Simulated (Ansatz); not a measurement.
# KCl: stress in a strained cell

KCl is deformed so: equal xx and yy strain of -1 %. What stress and forces result, by LAPW, PAW and all-electron datasets made for the crystal?

Program: Ansatz 0.2.0. Level of theory: DFT PBEsol, scalar-relativistic. These are calculated values, not measurements.

**1. Starting point**

It takes space group Pm-3m (No. 221, cubic). Conventional cell: a = 3.634 Å, b = 3.634 Å, c = 3.634 Å, α = 90.00°, β = 90.00°, γ = 90.00°. Around K (site symmetry m-3m) lie 8 Cl at 3.15 Å. Cl (site symmetry m-3m) is surrounded by 8 K at 3.15 Å.

As a file:

```cif
data_structure
_symmetry_space_group_name_H-M 'P 1'
_symmetry_Int_Tables_number 1
_cell_length_a 3.6340
_cell_length_b 3.6340
_cell_length_c 3.6340
_cell_angle_alpha 90.000
_cell_angle_beta 90.000
_cell_angle_gamma 90.000
_cell_volume 47.99
loop_
_atom_site_label
_atom_site_type_symbol
_atom_site_fract_x
_atom_site_fract_y
_atom_site_fract_z
_atom_site_occupancy
K1 K 0.00000 0.00000 0.00000 1
Cl1 Cl 0.50000 0.50000 0.50000 1
```

Atoms are numbered in the order of the input: K1, Cl2.

**2. The deformed structure**

Space group Pm-3m before, P4/mmm after.

**3. LAPW, all electrons**

Contents of input.yaml:

```yaml
crystal:
  lattice:
    - [3.59766, 0.0, 0.0]
    - [0.0, 3.59766, 0.0]
    - [0.0, 0.0, 3.634]
  atoms:
    - { symbol: K, position: [0.0, 0.0, 0.0] }
    - { symbol: Cl, position: [0.5, 0.5, 0.5] }
kpoints:
  mp_grid: { grid: [7, 7, 7] }
  band_path:
    path:
      - [0.0, 0.0, 0.0]
      - [0.0, 0.5, 0.0]
      - [0.5, 0.5, 0.0]
      - [0.0, 0.0, 0.0]
      - [0.0, 0.0, 0.5]
      - [0.0, 0.5, 0.5]
      - [0.5, 0.5, 0.5]
      - [0.0, 0.0, 0.5]
      - [0.0, 0.5, 0.0]
    npoints: 5
scf:
  occupations: { method: fermi_dirac, width: 0.01 }
hamiltonian:
  xc: pbesol
  pseudopotentials: { kind: all_electron, lapw: { basis_error: 0.001 } }
output:
  forces: true
  stress: true
  eigenvalues: true
```

Started as:

```
> ansatz run input.yaml --threads 1 --pin off --max-ram 3072MiB --backend cpu --events-out ev --progress --plain --runs-dir out
```

**4. PAW with frozen cores**

Contents of input.yaml:

```yaml
crystal:
  lattice:
    - [3.59766, 0.0, 0.0]
    - [0.0, 3.59766, 0.0]
    - [0.0, 0.0, 3.634]
  atoms:
    - { symbol: K, position: [0.0, 0.0, 0.0] }
    - { symbol: Cl, position: [0.5, 0.5, 0.5] }
kpoints:
  mp_grid: { grid: [7, 7, 7] }
scf:
  occupations: { method: fermi_dirac, width: 0.01 }
hamiltonian:
  xc: pbesol
  pseudopotentials: { kind: paw }
output:
  forces: true
  stress: true
  eigenvalues: true
  efg: { contact_densities: true }
```

**5. Datasets made for this crystal**

Changes to input.yaml since step 4:

```diff
@@ -14,3 +14,3 @@
   xc: pbesol
-  pseudopotentials: { kind: paw }
+  pseudopotentials: { kind: all_electron, datasets: crystal }
 output:
```

(Steps that only read results are left out.)

Q: Predict the outcome of this session. Wanted: pressure; largest shear or deviatoric stress.

As calculated:

| quantity | value |
| --- | --- |
| pressure | LAPW 2.97, PAW 2.97, crystal datasets 2.97 GPa |
| largest shear or deviatoric stress (LAPW) | 0.35 GPa |

What this shows: The largest part of the stress beyond the pressure is 0.35 GPa in size, in the zz component; the atoms are carried along and not relaxed. No run of the undeformed cell stands beside it, so the pressure holds what the given cell had before the change. PAW: stress within 0.01 GPa of LAPW. Crystal datasets: stress within 0.01 GPa of LAPW.
